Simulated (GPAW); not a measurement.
# FeO (Wuestite) (Fm-3m) in GPAW: a series of runs

The runs below take FeO (Wuestite) through single point, band structure, with PBE+U, PBE.

Everything below comes from runs of GPAW 26.7.0. Logs are shortened: lines on timing, memory, paths and dates and some standing lists are left out, and cuts for length are marked. The log counts tension as positive stress, the text compression.

**What was measured.**

From “W\"ustite: Electric, thermodynamic and optical properties of FeO”, 2012, arxiv:1203.1201, for a bulk crystal of FeO: band gap 2.4 eV (optical).

The results are compared with them further down.

### 1 The structure

The structure is cubic, space group Fm-3m (No. 225). The conventional cell has a = 4.311 Å, b = 4.311 Å, c = 4.311 Å, α = 90.00°, β = 90.00°, γ = 90.00°. Around Fe (site symmetry m-3m) lie 6 O at 2.16 Å. O (site symmetry m-3m) is surrounded by 6 Fe at 2.16 Å.

### 2 Single point, PBE+U, collinear spin, ferromagnetic start

The input, run.py:

```python
from ase.dft.bandgap import bandgap
from ase.io import write
from ase.spacegroup import crystal
from ase.units import GPa
from gpaw import GPAW, PW

# Fe 4a
# O 4b
atoms = crystal(['Fe', 'O'],
                basis=[[0.0, 0.0, 0.0],
                       [0.5, 0.0, 0.0]],
                spacegroup=225, setting=1,  # Fm-3m
                cellpar=[4.3108, 4.3108, 4.3108, 90.0, 90.0, 90.0],
                primitive_cell=True)
atoms.set_initial_magnetic_moments([4.0, 0.0])

calc = GPAW(mode=PW(600),
            xc='PBE',
            kpts={'size': (9, 9, 9), 'gamma': True},
            occupations={'name': 'fermi-dirac', 'width': 0.05},
            setups={'Fe': ':d,3.0'},
            nbands=17,
            maxiter=120,
            txt='gpaw.txt')
atoms.calc = calc
energy = atoms.get_potential_energy()
forces = atoms.get_forces()
stress = atoms.get_stress()
calc.write('gs.gpw')
write('result.traj', atoms)
print(f'Energy: {energy:.6f} eV')
print('Forces (eV/A):')
print(forces.round(4))
print('Stress (GPa):', (stress / GPa).round(3))
print('Moments:', calc.get_magnetic_moments().round(3))
print('Fermi level:', round(calc.get_fermi_level(), 4), 'eV')
print(f'Gap: {bandgap(calc)[0]:.4f} eV, direct: {bandgap(calc, direct=True)[0]:.4f} eV')
```

Potentials or basis: GPAW PAW data sets (gpaw-data 1.2.1), pw.

On the command line:

```console
OMP_NUM_THREADS=1 python run.py
```

gpaw.txt:

```text
__  _  _
 | _ |_)|_||  |
 |__||  | ||/\| - 26.7.0

Input parameters:
  mode=PW(ecut=600.0),
  kpts=MonkhorstPack(size=(9, 9, 9), gamma=True),
  maxiter=120,
  nbands=17,
  occupations=Occupations(name='fermi-dirac', width=0.05),
  setups={'Fe': ':d,3.0'},
  xc=XC(name='PBE')

Diagonalizing LCAO Hamiltonian
Converting LCAO to pw mode

              O

       Fe

Atoms  # Å, Bohr magnetons
|   | symbol |        x |        y |        z |    initial magnetic moments |
|---|--------|----------|----------|----------|-----------------------------|
| 0 |     Fe | 0.000000 | 0.000000 | 0.000000 | ( 0.0000,  0.0000,  4.0000) |
| 1 |      O | 2.155400 | 2.155400 | 2.155400 | ( 0.0000,  0.0000,  0.0000) |

Unit cell  # Å
| periodic |        x |        y |        z |  lengths |    angles |
|----------|----------|----------|----------|----------|-----------|
|      yes | 0.000000 | 2.155400 | 2.155400 | 3.048196 | 60.000000 |
|      yes | 2.155400 | 0.000000 | 2.155400 | 3.048196 | 60.000000 |
|      yes | 2.155400 | 2.155400 | 0.000000 | 3.048196 | 60.000000 |

Number of symmetries: 48
Symmetry operations  # r_c * U_cc + t_c -> r_c
|    | kind |            matrix            |
|----|------|------------------------------|
|  0 |  σ   |  1, 0, 0,  1, 0,-1,  1,-1, 0 |
|  1 |  C2  |  1, 0, 0,  1,-1, 0,  1, 0,-1 |
|  2 |  E   |  1, 0, 0,  0, 1, 0,  0, 0, 1 |
|  3 |  σ   |  1, 0, 0,  0, 0, 1,  0, 1, 0 |
|  4 |  C4  |  1, 0,-1,  1, 0, 0,  1,-1, 0 |
|  5 |  S6  |  1, 0,-1,  1,-1, 0,  1, 0, 0 |
|  6 |  σ   |  1, 0,-1,  0, 1,-1,  0, 0,-1 |
|  7 |  C3  |  1, 0,-1,  0, 0,-1,  0, 1,-1 |
|  8 |  S6  |  1,-1, 0,  1, 0, 0,  1, 0,-1 |
|  9 |  C4  |  1,-1, 0,  1, 0,-1,  1, 0, 0 |
| 10 |  C3  |  1,-1, 0,  0,-1, 1,  0,-1, 0 |
| 11 |  σ   |  1,-1, 0,  0,-1, 0,  0,-1, 1 |
| 12 |  σ   |  0, 1, 0,  1, 0, 0,  0, 0, 1 |
| 13 |  C4  |  0, 1, 0,  0, 1,-1, -1, 1, 0 |
| 14 |  C3  |  0, 1, 0,  0, 0, 1,  1, 0, 0 |
| 15 |  S6  |  0, 1, 0, -1, 1, 0,  0, 1,-1 |
| 16 |  C2  |  0, 1,-1,  1, 0,-1,  0, 0,-1 |
| 17 |  σ   |  0, 1,-1,  0, 1, 0, -1, 1, 0 |
| 18 |  S4  |  0, 1,-1,  0, 0,-1,  1, 0,-1 |
| 19 |  C4  |  0, 1,-1, -1, 1, 0,  0, 1, 0 |
| 20 |  C3  |  0, 0, 1,  1, 0, 0,  0, 1, 0 |
| 21 |  σ   |  0, 0, 1,  0, 1, 0,  1, 0, 0 |
| 22 |  S6  |  0, 0, 1,  0,-1, 1, -1, 0, 1 |
| 23 |  C4  |  0, 0, 1, -1, 0, 1,  0,-1, 1 |
| 24 |  S4  |  0, 0,-1,  1, 0,-1,  0, 1,-1 |
| 25 |  C3  |  0, 0,-1,  0, 1,-1,  1, 0,-1 |
| 26 |  C2  |  0, 0,-1,  0,-1, 0, -1, 0, 0 |
| 27 |  S6  |  0, 0,-1, -1, 0, 0,  0,-1, 0 |
| 28 |  S4  |  0,-1, 1,  1,-1, 0,  0,-1, 0 |
| 29 |  C4  |  0,-1, 1,  0, 0, 1, -1, 0, 1 |
| 30 |  C2  |  0,-1, 1,  0,-1, 0,  1,-1, 0 |
| 31 |  σ   |  0,-1, 1, -1, 0, 1,  0, 0, 1 |
| 32 |  C3  |  0,-1, 0,  1,-1, 0,  0,-1, 1 |
| 33 |  S6  |  0,-1, 0,  0, 0,-1, -1, 0, 0 |
| 34 |  S4  |  0,-1, 0,  0,-1, 1,  1,-1, 0 |
| 35 |  C2  |  0,-1, 0, -1, 0, 0,  0, 0,-1 |
| 36 |  C2  | -1, 1, 0,  0, 1, 0,  0, 1,-1 |
| 37 |  S6  | -1, 1, 0,  0, 1,-1,  0, 1, 0 |
| 38 |  S4  | -1, 1, 0, -1, 0, 1, -1, 0, 0 |
| 39 |  C3  | -1, 1, 0, -1, 0, 0, -1, 0, 1 |
| 40 |  S6  | -1, 0, 1,  0, 0, 1,  0,-1, 1 |
| 41 |  C2  | -1, 0, 1,  0,-1, 1,  0, 0, 1 |
| 42 |  C3  | -1, 0, 1, -1, 1, 0, -1, 0, 0 |
| 43 |  S4  | -1, 0, 1, -1, 0, 0, -1, 1, 0 |
[... 86 lines left out ...]
    compensation charges:
      type: gauss
      rc: 0.21  # [Å]
      lmax: 2
    cutoffs:
      filter: 1.17  # [Å]
      core: 0.83  # [Å]
    projectors
    | kind |    occ | energy [eV] | rcut [Å] |
    |------|--------|-------------|----------|
    |   2s |  2.000 |     -23.961 |    0.688 |
    |   2p |  4.000 |      -9.029 |    0.598 |
    |    s |        |       3.251 |    0.688 |
    |    p |        |      18.182 |    0.598 |
    |    d |        |       0.000 |    0.619 |

    Using partial waves for O as LCAO basis

Reference energy: -36660.306901  # eV

eigensolver:
  PPCG
  Converge bands: occupied
  niter=2

density mixing:
  MSR1-Mixer
  Pratt-step length: 0.05
  Maximum mixing coefficient: 0.75
  Old densities: 10
  SVD Regularization: 0.005
  Good broyden scale: 1.0
  Trust region scale: 1.0
  Backstep threshold: 4.0
  History deletion threshold: 6.0
  Fourier metric: weight=20.0, sigma=0.015

occupation numbers:
  Fermi-Dirac:
    width: 0.0500  # eV

poisson solver:
  ecut: 4800.0  # eV

xc functional:
  name: PBE with 2 nearest neighbor stencil

convergence criteria:
- Maximum [total energy] change in last 3 cyles: 0.0005 eV / valence electron
- Maximum integral of absolute [dens]ity change: 0.0001 electrons / valence electron
- Maximum integral of absolute [eigenst]ate change: 4e-08 eV^2 / valence electron
maximum number of iterations: 120

SCF iterations
|iter     | |      energy | eigst |  dens |  magmom |
|---------|-|-------------|-------|-------|---------|
|iter:   1| |  -15.502175 | -0.10 |       |  +4.0032|
|iter:   2| |  -15.235242 | -2.07 | -0.80 |  +4.0052|
|iter:   3| |  -14.710925 | -1.51 | -0.84 |  +4.0212|
|iter:   4| |  -14.753381 | -3.00 | -1.27 |  +4.0124|
|iter:   5| |  -14.768720 | -3.04 | -1.59 |  +4.0079|
|iter:   6| |  -14.772320 | -4.04 | -1.95 |  +4.0042|
|iter:   7| |  -14.772739c| -4.44 | -2.59 |  +4.0025|
|iter:   8| |  -14.772754c| -6.40 | -3.26 |  +4.0025|
|iter:   9| |  -14.772756c| -7.32 | -3.90 |  +4.0028|
|iter:  10| |  -14.772757c| -8.12c| -4.92c|  +4.0028|

Converged in 10 steps
Energy contributions relative to reference atoms: (reference = -36660.306901)

Energy contributions:
  Kinetic:          32.338875
  Coulomb:         -28.029497
  Zero:              0.119434
  External:          0.000000
  Xc:              -19.196851
  Entropy:          -0.009434
  Spinorbit:         0.000000
  ----------------------------
  Free energy:     -14.777473
  Extrapolated:    -14.772757

dipole moment: (-10.329633, -10.329633, -10.329633)  # |e|*Ang

Total magnetic moment: (0.000000, 0.000000, 4.002784)

Local magnetic moments
|        x |        y |        z |
|----------|----------|----------|
| 0.000000 | 0.000000 | 3.679747 |  # Fe   0
| 0.000000 | 0.000000 | 0.185761 |  # O    1

Fermi level: 9.860
Eigenvalues  # (at kpt = [0.000, 0.000, 0.000])
| band index |      eig [eV] | occ [0-1] |      eig [eV] | occ [0-1] |
|------------|---------------|-----------|---------------|-----------|
|          0 |       -11.367 |     1.000 |       -10.972 |     1.000 |
|          1 |         3.835 |     1.000 |         5.990 |     1.000 |
|          2 |         3.835 |     1.000 |         5.990 |     1.000 |
|          3 |         3.835 |     1.000 |         5.990 |     1.000 |
|          4 |         3.842 |     1.000 |         9.132 |     1.000 |
|          5 |         3.842 |     1.000 |         9.132 |     1.000 |
[... 9 lines left out ...]
|         15 |        29.679 |     0.000 |        31.343 |     0.000 |
|         16 |        29.679 |     0.000 |        31.343 |     0.000 |

No gap
No difference between direct/indirect transitions

Forces  # eV/Ang
|        x |       y |        z |
|----------|---------|----------|
| -0.00000 | 0.00000 |  0.00000 |  # Fe   0
|  0.00000 | 0.00000 | -0.00000 |  # O    1

Stress tensor  # eV/Ang^3
|        x |         y |         z |
|----------|-----------|-----------|
| 0.015987 |  0.000000 |  0.000000 |
| 0.000000 |  0.015987 | -0.000000 |
| 0.000000 | -0.000000 |  0.015987 |

# Writing to gs.gpw (mode='')
```

Wall time 20 s (1 thread of Arm Neoverse V2, shared host); peak memory 0.15 GiB.

What came out:

| Quantity | Value |
| --- | --- |
| Free energy | -14.7775 eV |
| Pressure | -2.6 GPa |
| Band gap on the k mesh | none (metal or under the smearing width) |
| Net moment | 4.00 μB per cell |
| Site moments | Fe +3.68; O +0.19 μB |

Caveat: the cutoff is short for stress and forces, so pressures can be off by a GPa or more; a cell with one magnetic atom can't hold antiferromagnetic order, which such compounds often take. The state reached can hang on the start; a lower one may exist.

### 3 Band structure, PBE, collinear spin, ferromagnetic start

The input, run.py:

```python
from ase import Atoms
from ase.dft.bandgap import bandgap
from ase.io import write
from ase.units import GPa
from gpaw import GPAW, PW, setup_paths

setup_paths.insert(0, '.')

atoms = Atoms(['Fe', 'O'],
              cell=[[0.0, 2.1554, 2.1554],
                    [2.1554, 0.0, 2.1554],
                    [2.1554, 2.1554, 0.0]],
              scaled_positions=[[0.0, 0.0, 0.0],
                                [0.5, 0.5, 0.5]],
              pbc=True)
atoms.set_initial_magnetic_moments([3.0, 0.0])

calc = GPAW(mode=PW(800),
            xc='PBE',
            kpts={'size': (9, 9, 9), 'gamma': True},
            occupations={'name': 'fermi-dirac', 'width': 0.05},
            nbands=17,
            convergence={'density': 1e-05, 'energy': 1e-05},
            maxiter=150,
            txt='gpaw.txt')
atoms.calc = calc
energy = atoms.get_potential_energy()
forces = atoms.get_forces()
stress = atoms.get_stress()
calc.write('gs.gpw')
write('result.traj', atoms)
print(f'Energy: {energy:.6f} eV')
print('Forces (eV/A):')
print(forces.round(4))
print('Stress (GPa):', (stress / GPa).round(3))
print('Moments:', calc.get_magnetic_moments().round(3))
print('Fermi level:', round(calc.get_fermi_level(), 4), 'eV')
print(f'Gap: {bandgap(calc)[0]:.4f} eV, direct: {bandgap(calc, direct=True)[0]:.4f} eV')

path = atoms.cell.bandpath('GXWKGLUWLK,UX', npoints=100, eps=1e-4)
bs_calc = calc.fixed_density(kpts=path, symmetry='off', nbands=26,
                             convergence={'bands': 'CBM+6.0', 'eigenstates': 1e-6}, txt='bands.txt')
bs = bs_calc.band_structure()
bs.write('bs.json')
print(f'Gap on the path: {bandgap(bs_calc)[0]:.4f} eV')
```

Potentials or basis: PAW data sets generated in the run's folder for this functional, pw.

On the command line:

```console
gpaw-setup -f PBE Fe O
OMP_NUM_THREADS=1 python run.py
```

Run time: 62 s. Hardware: 1 thread of Intel Xeon at 2.80GHz (Skylake/Cascade Lake), shared host; peak memory 0.3 GiB.

Results (log left out):

* Free energy: -15.9253 eV
* Pressure: 0.8 GPa
* Band gap along the path: none (metal or under the smearing width)
* Net moment: 4.00 μB per cell
* Site moments: Fe +3.55; O +0.24 μB

Levels at the corners of the path, in eV from the Fermi level:
Spin up:
```csv
point,band 6,band 7,band 8,band 9,band 10
Γ,-3.86,-3.86,-3.65,-3.65,-0.04
X,-3.26,-2.77,-2.75,-2.75,5.15
W,-3.01,-2.89,-2.75,-1.71,7.33
K,-2.89,-2.62,-2.45,-1.69,6.66
Γ,-3.86,-3.86,-3.65,-3.65,-0.04
L,-3.03,-2.48,-0.33,-0.33,3.95
U,-2.89,-2.62,-2.45,-1.69,6.66
W,-3.01,-2.89,-2.75,-1.71,7.33
L,-3.03,-2.48,-0.33,-0.33,3.95
K,-2.89,-2.62,-2.45,-1.69,6.66
U,-2.89,-2.62,-2.45,-1.69,6.66
X,-3.26,-2.77,-2.75,-2.75,5.15
```
Spin down:
```tsv
point	band 2	band 3	band 4	band 5	band 6	band 7	band 8	band 9
Γ	-3.36	-3.36	-3.36	-0.71	-0.71	-0.71	0.23	0.23
X	-7.04	-4.55	-4.55	-2.13	0.79	0.80	0.80	1.20
W	-6.23	-6.23	-5.63	-0.02	-0.02	0.80	1.12	1.87
K	-6.64	-6.23	-4.95	-0.80	0.61	0.71	1.36	1.81
Γ	-3.36	-3.36	-3.36	-0.71	-0.71	-0.71	0.23	0.23
L	-8.11	-5.23	-5.23	0.44	0.44	0.63	2.84	2.84
U	-6.64	-6.23	-4.95	-0.80	0.61	0.71	1.36	1.81
W	-6.23	-6.23	-5.63	-0.02	-0.02	0.80	1.12	1.87
L	-8.11	-5.23	-5.23	0.44	0.44	0.63	2.84	2.84
K	-6.64	-6.23	-4.95	-0.80	0.61	0.71	1.36	1.81
U	-6.64	-6.23	-4.95	-0.80	0.61	0.71	1.36	1.81
X	-7.04	-4.55	-4.55	-2.13	0.79	0.80	0.80	1.20
```

Caveat: a cell with one magnetic atom can't hold antiferromagnetic order, which such compounds often take; semilocal functionals often make such compounds metallic where correlation or magnetic order opens a gap, which also shifts bond lengths.

### 4 How close it comes

Step 2. The gap isn't set beside the deposited one, since this odd mesh misses points on the zone boundary.

Step 3. Measured gap of FeO: 2.4 eV (optical; quoted in “W\"ustite: Electric, thermodynamic and optical properties of FeO”, 2012, arxiv:1203.1201). This calculation gives 0.00 eV (-2.40 eV). So large a miss can be the level of theory's own, or it may mean another phase, state or a wrong row. The value is that of PBE, without temperature or zero-point motion. Semilocal functionals fall short of measured gaps as a rule. The run's magnetic order (collinear spin, ferromagnetic start) needn't be the measured crystal's.
